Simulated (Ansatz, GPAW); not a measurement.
# A Pb chain with CO on top of one atom: relaxation, then transmission at several levels

Wanted: T(E) of a Pb chain with CO on top of one atom at a relaxed geometry in two programs, beside the unrelaxed structure.

Program: GPAW 26.7.0 and Ansatz 0.2.0. Level of theory: Ansatz plane waves; relaxation of the junction with the lead ends held; PAW set soft_1, in the first sound run; inputs show where later runs differ. Results are calculated unless marked as measured.

Most raw output is cut from this account.

**1. The starting structure**

The cell holds 15 atoms: 13 Pb, 1 C and 1 O. Cell: a = 9.000 Å, b = 9.000 Å, c = 37.700 Å, α = 90.0°, β = 90.0°, γ = 90.0°. Regions: left lead, 6 atoms (6 Pb); channel, 3 atoms (1 Pb, 1 C and 1 O); right lead, 6 atoms (6 Pb). Vacuum lies along a and b. The structure is stacked along c, and the current runs across the ab planes.

**2. Relaxation**

Transmission follows bond lengths closely, so the atoms between the held lead ends are relaxed first, from a slightly shaken start that lets symmetry break.

Input file input.yaml:

```yaml
crystal:
  lattice:
    - [9.0, 0.0, 0.0]
    - [0.0, 9.0, 0.0]
    - [0.0, 0.0, 37.7]
  atoms:
    - { symbol: Pb, position: [0.5, 0.5, 0.0384615385] }
    - { symbol: Pb, position: [0.5, 0.5, 0.1153846154] }
    - { symbol: Pb, position: [0.5, 0.5, 0.1923076923] }
    - { symbol: Pb, position: [0.5, 0.5, 0.2692307692] }
    - { symbol: Pb, position: [0.4952304233, 0.4968781743, 0.346467325] }
    - { symbol: Pb, position: [0.4982530446, 0.501752054, 0.4237193557] }
    - { symbol: Pb, position: [0.4951882287, 0.5033902126, 0.499526009] }
    - { symbol: C, position: [0.7258913943, 0.5024289631, 0.4995710959] }
    - { symbol: O, position: [0.848471626, 0.5007165931, 0.500262216] }
    - { symbol: Pb, position: [0.5046442016, 0.5017761467, 0.5782445392] }
    - { symbol: Pb, position: [0.502114067, 0.4994075297, 0.6526330972] }
    - { symbol: Pb, position: [0.5, 0.5, 0.7307692308] }
    - { symbol: Pb, position: [0.5, 0.5, 0.8076923077] }
    - { symbol: Pb, position: [0.5, 0.5, 0.8846153846] }
    - { symbol: Pb, position: [0.5, 0.5, 0.9615384615] }
kpoints:
  mp_grid: { grid: [1, 1, 2] }
hamiltonian:
  xc: pbe
  pseudopotentials: { kind: paw, azcp: { folder: soft_1 } }
scf:
  occupations: { method: fermi_dirac, width: 0.1 }
relax:
  f_tol: 0.03
  max_steps: 80
  constraints: [{ sites: [0, 1, 2, 3, 11, 12, 13, 14] }]
```

Command:

```sh
ansatz run input.yaml --threads 4 --pin off --max-ram 8192MiB --backend cpu --events-out ev --progress --plain --runs-dir out
```

Wall time 3 min (4 threads of AMD EPYC 7R13 (Zen 3), shared host); peak memory 3.6 GiB.

The steps of the relaxation (22 of 24):

```tsv
step	energy less that of the first step (eV)	largest force component (eV/Å)
1	0.0000	6.6707
2	-0.6281	0.7219
3	-0.7318	0.4319
4	-0.8216	0.3605
5	-0.8859	0.2524
6	-0.9111	0.1242
8	-0.9541	0.1529
9	-0.9661	0.1914
10	-0.9713	0.3183
11	-0.9753	0.3111
12	-0.9777	0.4689
13	-0.9809	0.1867
14	-0.9836	0.0487
15	-0.9857	0.1312
16	-0.9872	0.1634
17	-0.9878	0.2719
19	-0.9886	0.0248
20	-0.9886	0.0246
21	-0.9889	0.0174
22	-0.9891	0.1143
23	-0.9892	0.0287
24	-0.9892	0.0286
```

The atoms that moved most (Å):

```tsv
atom	dx	dy	dz	length
O9	-0.600	1.407	-0.013	1.529
C8	-0.492	0.803	0.014	0.942
Pb11	-0.686	-0.599	0.086	0.915
Pb5	-0.639	-0.569	-0.055	0.857
Pb7	-0.448	-0.403	0.015	0.603
Pb6	0.323	0.095	-0.217	0.401
Pb10	0.267	0.095	0.137	0.315
```

This step gave:

```
free energy         : -155615.6430 eV
smearing term TS    : 0.5588 eV
symmetry operations : 1
```

The relaxation lowered the energy of the cell by 0.989 eV.

**3. Plane waves, PBE**

A plane-wave run comes first: its basis does not favour the atoms, so it serves as the reference for the orbital bases.

This step: Ansatz plane waves; Landauer transmission by layers, zero bias; PAW set soft_1 (Ansatz 0.2.0).

Input file input.yaml:

```yaml
crystal:
  lattice:
    - [9.0, 0.0, 0.0]
    - [0.0, 9.0, 0.0]
    - [0.0, 0.0, 37.7]
  atoms:
    - { symbol: Pb, position: [0.5, 0.5, 0.0384615385] }
    - { symbol: Pb, position: [0.5, 0.5, 0.1153846154] }
    - { symbol: Pb, position: [0.5, 0.5, 0.1923076923] }
    - { symbol: Pb, position: [0.5, 0.5, 0.2692307692] }
    - { symbol: Pb, position: [0.4242821581, 0.4337090488, 0.3450141498] }
    - { symbol: Pb, position: [0.5341960341, 0.5123128402, 0.417953599] }
    - { symbol: Pb, position: [0.4454211007, 0.4585866109, 0.4999301579] }
    - { symbol: C, position: [0.6712341863, 0.5916964462, 0.4999400881] }
    - { symbol: O, position: [0.7818337398, 0.6570448135, 0.4999256331] }
    - { symbol: Pb, position: [0.5343641342, 0.5122905575, 0.5818869315] }
    - { symbol: Pb, position: [0.42589382, 0.4328632532, 0.6549254312] }
    - { symbol: Pb, position: [0.5, 0.5, 0.7307692308] }
    - { symbol: Pb, position: [0.5, 0.5, 0.8076923077] }
    - { symbol: Pb, position: [0.5, 0.5, 0.8846153846] }
    - { symbol: Pb, position: [0.5, 0.5, 0.9615384615] }
kpoints:
  mp_grid: { grid: [1, 1, 2] }
hamiltonian:
  xc: pbe
  pseudopotentials: { kind: paw, azcp: { folder: soft_1 } }
scf:
  occupations: { method: fermi_dirac, width: 0.1 }
output:
  transmission:
    leads: [[0, 1]]
    e_range: [-2, 2]
    de: 0.025
    kmesh: [1, 1]
    reduced_basis: true
  write_potential: true
  write_density: true
  volumetric_format: npy
  elf: true
```

Wall time 77 s (4 threads); peak memory 3.7 GiB.

Numbers from this step:

* lead level: 0 eV from the Fermi level
* transmission at the Fermi level (one spin): 2.036
* open channels of the lead at the Fermi level (one spin): 3
* step of the potential along the lead: 13.8 meV
* offset of the lead: 0 Å
* filling of the lead less its bulk value, in size: 8.9 meV
* conductance: 2.034 G₀

One spin. Transmission, zone mean against energy, zero at the Fermi level:

```tsv
energy (eV)	transmission, zone mean
-2.000	0.123
-1.900	0.222
-1.800	0.408
-1.700	0.721
-1.600	0.991
-1.575	0.999
-1.500	0.874
-1.400	0.601
-1.300	0.407
-1.200	0.294
-1.100	0.232
-1.000	0.205
-0.900	0.214
-0.800	0.316
-0.700	1.99
-0.600	1.71
-0.500	1.65
-0.400	1.72
-0.300	1.82
-0.200	1.92
-0.100	1.99
0.000	2.04
0.100	2.06
0.175	2.07
0.200	2.07
0.300	2.05
0.400	2.03
0.500	2.02
0.600	2.01
0.700	2.00
0.800	2.01
0.900	2.00
1.000	1.98
1.100	1.93
1.200	1.86
1.300	1.73
1.400	1.62
1.500	1.47
1.600	1.28
1.700	1.08
1.800	0.886
1.900	0.723
2.000	0.615
```

One spin. The open channels, zone mean by energy, zero at the Fermi level:

energy (eV), open channels, zone mean and a bar from the least value:
```
   -2.000       1.00 
   -1.900       1.00 
   -1.800       1.00 
   -1.700       1.00 
   -1.600       1.00 
   -1.500       1.00 
   -1.400       1.00 
   -1.300       1.00 
   -1.200       1.00 
   -1.100       1.00 
   -1.000       1.00 
   -0.900       1.00 
   -0.800       1.00 
   -0.700       3.00 ##############################
   -0.600       3.00 ##############################
   -0.500       3.00 ##############################
   -0.400       3.00 ##############################
   -0.300       3.00 ##############################
   -0.200       3.00 ##############################
   -0.100       3.00 ##############################
    0.000       3.00 ##############################
    0.100       3.00 ##############################
    0.200       3.00 ##############################
    0.300       3.00 ##############################
    0.400       3.00 ##############################
    0.500       3.00 ##############################
    0.600       3.00 ##############################
    0.700       3.00 ##############################
    0.800       3.00 ##############################
    0.900       3.00 ##############################
    1.000       3.00 ##############################
    1.100       3.00 ##############################
    1.200       3.00 ##############################
    1.300       3.00 ##############################
    1.400       3.00 ##############################
    1.500       3.00 ##############################
    1.600       3.00 ##############################
    1.700       3.00 ##############################
    1.800       3.00 ##############################
    1.900       3.00 ##############################
    2.000       3.00 ##############################
```

Crystal 0, spin -, k parallel (0, 0); distinct values, listed up to 1.5 1/Å. Table of Im kz of the slowest decaying states by energy, zero at the Fermi level:

```tsv
energy (eV)	decay 1 (Å⁻¹)	decay 2 (Å⁻¹)	decay 3 (Å⁻¹)	decay 4 (Å⁻¹)
-2.000	0.512	0.512	1.16	1.29
-1.800	0.473	0.473	1.13	1.27
-1.600	0.429	0.429	1.11	1.25
-1.400	0.380	0.380	1.08	1.22
-1.200	0.321	0.321	1.06	1.20
-1.000	0.248	0.248	1.03	1.18
-0.800	0.138	0.138	1.01	1.16
-0.600	0.979	1.13	1.19	1.19
-0.400	0.951	1.11	1.18	1.18
-0.200	0.922	1.08	1.16	1.16
0.000	0.893	1.06	1.14	1.14
0.200	0.862	1.03	1.12	1.12
0.400	0.830	1.01	1.10	1.10
0.600	0.797	0.980	1.07	1.07
0.800	0.762	0.953	1.05	1.05
1.000	0.726	0.924	1.03	1.03
1.200	0.687	0.895	1.01	1.01
1.400	0.647	0.864	0.984	0.984
1.600	0.604	0.833	0.960	0.960
1.800	0.557	0.800	0.935	0.935
2.000	0.506	0.765	0.909	0.909
```

Crystal 0, spin -, k parallel (0, 0). Re kz of states that move upwards against energy, zero at the Fermi level:

```tsv
energy (eV)	channel 1 (Å⁻¹)	channel 2 (Å⁻¹)	channel 3 (Å⁻¹)
-2.000	-0.985	-	-
-1.900	-0.971	-	-
-1.800	-0.958	-	-
-1.700	-0.947	-	-
-1.600	-0.935	-	-
-1.500	-0.924	-	-
-1.400	-0.914	-	-
-1.300	-0.904	-	-
-1.200	-0.894	-	-
-1.100	-0.885	-	-
-1.000	-0.875	-	-
-0.900	-0.866	-	-
-0.800	-0.857	-	-
-0.700	-0.848	0.0479	0.0482
-0.600	-0.839	0.155	0.155
-0.500	-0.831	0.214	0.214
-0.400	-0.822	0.261	0.261
-0.300	-0.814	0.300	0.300
-0.200	-0.806	0.336	0.336
-0.100	-0.797	0.368	0.368
0.000	-0.789	0.398	0.398
0.100	-0.781	0.426	0.426
0.200	-0.773	0.452	0.452
0.300	-0.765	0.478	0.478
0.400	-0.757	0.502	0.502
0.500	-0.750	0.526	0.526
0.600	-0.742	0.548	0.548
0.700	-0.734	0.570	0.570
0.800	-0.727	0.592	0.592
0.900	-0.719	0.613	0.613
1.000	-0.711	0.633	0.633
1.100	-0.704	0.653	0.653
1.200	-0.696	0.673	0.673
1.300	-0.689	0.693	0.693
1.400	-0.682	0.712	0.712
1.500	-0.674	0.732	0.732
1.600	-0.667	0.751	0.751
1.700	-0.660	0.770	0.770
1.800	-0.653	0.789	0.789
1.900	-0.645	0.808	0.808
2.000	-0.638	0.827	0.827
```

The electrostatic potential energy of an electron (with the applied field's), less the Fermi level, planar mean oscillates, so the rows of the table below give means over windows of 2.8 Å about each position, cut where the curve ends. Its maxima inside the range that stand out by 2 % of the span (Å: eV): 2.9: 3.86, 5.7: 3.86, 8.7: 3.83, 11.6: 3.74, 14.4: 3.57, 17.2: 3.65, 20.5: 3.65, 23.3: 3.57, 26.1: 3.74, 29.0: 3.83, 32.0: 3.86, 34.8: 3.86. Its minima: 1.5: 1.99, 4.4: 2.00, 7.2: 1.98, 10.2: 1.91, 13.0: 1.85, 15.8: 1.72, 18.9: -0.0841, 21.9: 1.72, 24.7: 1.85, 27.5: 1.91, 30.5: 1.98, 33.3: 2.00, 36.2: 1.99.

The electrostatic potential energy of an electron (with the applied field's), less the Fermi level, planar mean by z; means over each step:

```tsv
z (Å)	electrostatic potential energy of an electron (with the applied field's), less the Fermi level, planar mean (eV)
1.40	2.90
4.20	2.90
7.00	2.89
9.80	2.84
12.60	2.77
15.40	2.63
18.20	2.06
21.00	2.75
23.80	2.67
26.60	2.83
29.40	2.93
32.20	2.96
35.00	2.96
```

The valence density, planar mean oscillates, so the rows of the table below give means over windows of 2.87 Å about each position, cut where the curve ends. Its maxima inside the range that stand out by 2 % of the span (Å: e/Å³): 1.5: 0.135, 4.4: 0.134, 7.2: 0.135, 10.2: 0.135, 13.0: 0.135, 15.8: 0.135, 18.9: 0.259, 21.9: 0.135, 24.7: 0.134, 27.5: 0.135, 30.5: 0.135, 33.3: 0.134, 36.2: 0.135. Its minima: 2.9: 0.0145, 5.7: 0.0145, 8.7: 0.0145, 11.6: 0.0154, 14.4: 0.0171, 17.2: 0.0126, 20.5: 0.0126, 23.3: 0.0170, 26.1: 0.0153, 29.0: 0.0145, 32.0: 0.0145, 34.8: 0.0145.

Table of valence density, planar mean by z; means over each step:

z (Å), valence density, planar mean (e/Å³) and a bar from the least value:
```
     1.44      0.060 
     4.30      0.060 
     7.17      0.060 
    10.04      0.060 
    12.91      0.061 #
    15.78      0.060 
    18.65      0.102 ##############################
    21.52      0.059 
    24.39      0.061 #
    27.26      0.060 #
    30.13      0.060 
    33.00      0.060 
    35.88      0.060
```

Valence density in the ca plane at fractional y = 0.500, with atoms of Pb within 0.2 Å of it. It is the smooth field of the valence electrons, not physical close to the nuclei.

Values in e/Å³, 13 rows by 16 columns, each cell a mean:
```
0.0 0.0 0.0 0.0 0.0 0.0 0.0 0.0 0.0 0.0 0.0 0.0 0.0 0.0 0.0 0.0
0.0 0.0 0.0 0.0 0.0 0.0 0.0 0.0 0.0 0.0 0.0 0.0 0.0 0.0 0.0 0.0
0.0 0.0 0.0 0.0 0.0 0.0 0.0 0.0 0.1 0.0 0.0 0.0 0.0 0.0 0.0 0.0
0.0 0.0 0.0 0.0 0.1 0.1 0.0 0.1 0.2 0.0 0.0 0.1 0.0 0.0 0.0 0.0
0.1 0.0 0.0 0.1 0.5 0.7 0.1 0.2 0.4 0.1 0.4 0.8 0.1 0.0 0.0 0.1
0.6 0.1 0.2 0.2 2.7 3.8 0.3 0.3 0.5 0.1 1.7 4.6 0.5 0.1 0.1 0.2
1.0 0.5 1.3 0.3 2.3 3.2 0.3 1.4 2.7 0.3 1.5 3.9 0.5 0.8 1.0 0.3
0.4 0.8 2.4 0.4 0.3 0.4 0.1 1.6 3.1 0.3 0.2 0.5 0.2 1.5 1.8 0.3
0.1 0.3 0.7 0.2 0.1 0.0 0.1 0.3 0.6 0.1 0.0 0.1 0.1 0.5 0.5 0.1
0.0 0.1 0.1 0.0 0.0 0.0 0.0 0.0 0.1 0.0 0.0 0.0 0.0 0.1 0.1 0.0
0.0 0.0 0.0 0.0 0.0 0.0 0.0 0.0 0.0 0.0 0.0 0.0 0.0 0.0 0.0 0.0
0.0 0.0 0.0 0.0 0.0 0.0 0.0 0.0 0.0 0.0 0.0 0.0 0.0 0.0 0.0 0.0
0.0 0.0 0.0 0.0 0.0 0.0 0.0 0.0 0.0 0.0 0.0 0.0 0.0 0.0 0.0 0.0
```
Columns run along c (16.0 Å, from fractional 0.29 to 0.71 of the cell), rows up along a (9.0 Å). Atoms in or near the plane, at fractional coordinates: Pb at (0.42, 0.53), Pb at (0.58, 0.53).

ELF in the ca plane at fractional y = 0.500, with atoms of Pb within 0.2 Å of it. It is the smooth field of the valence electrons, not physical close to the nuclei.

Ten even steps from '0' (0.00) to '9' (0.87), each cell a mean:
```
00000000000000000000000000000000000000000000
00000000000000000000000000000000000000000000
00000000000000000000000000000000000000000000
00000000000011000000011100000001100000000000
11000000001122210000112110000122211000000001
22111001112233331001234321001333322111001112
33221111123445543102577752013455443211111223
44322222234454554212799973124554544322222234
44432222334455554312689962134555544333222344
44433333344442245421244431245422444433333344
44433333344420024432223222244200244433333344
44433444344420024433343333344300244434443344
44434444444443344434421244344433444444444344
44444334444344444444421244444444434444334444
44444444444433333344543454433333344444444444
33444454444433322345555555432233344444544443
33445444444332222234555554322222334444444443
22344444443321111123445543211111233444444432
12233444332211000011233321100001122333443322
11122222221110000000111110000000111122222211
00111111110000000000000000000000000111111110
00000000000000000000000000000000000000000000
00000000000000000000000000000000000000000000
00000000000000000000000000000000000000000000
```
Columns run along c (16.0 Å, from fractional 0.29 to 0.71 of the cell), rows up along a (9.0 Å). Atoms in or near the plane, at fractional coordinates: Pb at (0.42, 0.53), Pb at (0.58, 0.53).

Electrostatic potential energy in the ca plane at fractional y = 0.500, with atoms of Pb within 0.2 Å of it. With pseudopotentials it is smooth inside the atoms' cores, unlike the true potential.

Ten even steps from '0' (-44 eV) to '9' (2 eV), each cell a mean:
```
99999999999999999999999999999999999999999999
99999999999999999999999999999999999999999999
99999999999999999999999999999999999999999999
99999999999999999999999999999999999999999999
99999999999999999999999999999999999999999999
99999999999999999999999999999999999999999999
99999999999999999999999999889999999999999999
99999999999999998888999998788999988889999999
98778999999999987434789998889999874347899999
74225899999999972000389998888999730003799999
50000589988889860010179986557898600101689888
30110388864578860000178862003788600001788644
30000488620047873000489840000588830004887300
62002788510027887545789840000589875457886200
87557898620037999888999862002789998889997300
99889999864468999999999986557899999999998644
99999999988889999999999998889999999999999888
99999999999999999999999999999999999999999999
99999999999999999999999999999999999999999999
99999999999999999999999999999999999999999999
99999999999999999999999999999999999999999999
99999999999999999999999999999999999999999999
99999999999999999999999999999999999999999999
99999999999999999999999999999999999999999999
```
Columns run along c (16.0 Å, from fractional 0.25 to 0.67 of the cell; values clipped at the 3rd and 97th percentile), rows up along a (9.0 Å). Atoms in or near the plane, at fractional coordinates: Pb at (0.27, 0.50), Pb at (0.42, 0.53), Pb at (0.58, 0.53).

T at the Fermi level is 2.04 of 3 open channels a spin, without spin-orbit coupling, which is large for these atoms.

(Continued in part 2 of 2.)

[Logs are printed without paths, hosts, clocks, repeated set-up lines and the standing remarks that a program may print on its own settings, such as how far it seeks lower states.]

[Hosts, paths, dates, database ids (printed as entryN), source tags and the programs' standing remarks are cut or masked in the printed files.]
